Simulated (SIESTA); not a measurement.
# Hf under changes of volume

One of the cells (22.828 Å³/atom); the others are scaled copies at fixed shape and fractional positions:

```
CELL_PARAMETERS angstrom
3.21787 0.00000 0.00000
-1.60894 2.78676 0.00000
0.00000 0.00000 5.09130
ATOMIC_POSITIONS crystal
Hf 0.66667 0.33333 0.75000
Hf 0.33333 0.66667 0.25000
```

```yaml
Program: SIESTA 5.4.2
Functional: PBEsol
Potentials_or_basis: PseudoDojo 0.4 standard (PBEsol files)
Basis: DZP (energy shift 0.003 Ry; two zetas on semicore shells)
Grid_cutoff: 800 Ry
Energy_shift: 0.003 Ry
k_mesh: 10 × 10 × 5
Occupations: fermi-dirac, width 0.05 eV
Spin: no spin polarisation
```

```csv
volume (Å³/atom),energy over the lowest point (meV/atom),pressure (GPa)
21.037,?,?
21.485,0.00,1.2
21.933,0.46,-1.3
22.828,20.54,-5.7
23.276,39.31,-7.5
23.723,63.00,-9.2
```

Problem. What does the run at 21.037 Å³/atom give?

Solution. Energy over the lowest point 6.97 meV/atom; pressure 4.0 GPa.

Worked out: A Birch-Murnaghan fit of order 3 (a polynomial in V^(-2/3)) to the other rows has its minimum at 21.68 Å³/atom with B0 = V·E''(V) = 120 GPa and B' = 3.2 at fixed shape and positions, which overstates the stiffness. It gives 6.78 meV/atom at 21.037 Å³/atom, against the run's 6.97, and -dE/dV = 3.8 GPa, against 4.0.

Energies are extrapolated to zero smearing.

Caveats: short orbitals over semicore shells can move pressures by several GPa; the basis of atomic orbitals isn't converged, which shifts pressures, moduli and gaps.
